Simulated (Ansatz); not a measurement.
**diamond against fcc along group 4**

Level of theory: DFT, PBEsol, plane waves (420 eV) with PAW, scalar-relativistic (Ansatz). (PAW data from PBE, frozen cores regenerated.)

Each structure is relaxed within its symmetry, in the lowest magnetic state of the tried starts. Differences under about 8 meV lie within the error of the k-point mesh.

| element | E(diamond) − E(fcc) (meV/atom) | V(diamond) (Å³/atom) | V(fcc) (Å³/atom) | state of diamond | state of fcc |
| --- | --- | --- | --- | --- | --- |
| Ti | ? | ? | ? | ? | ? |
| Zr | 2409 | 29.00 | 22.24 | spin not included | spin not included |
| Hf | 2723 | 32.37 | 21.58 | spin not included | spin not included |

Problem. Fill in the row of Ti.

Solution. E(diamond) − E(fcc) (meV/atom): 2333; V(diamond) (Å³/atom): 21.18; V(fcc) (Å³/atom): 16.71; state of diamond: spin not included; state of fcc: spin not included.
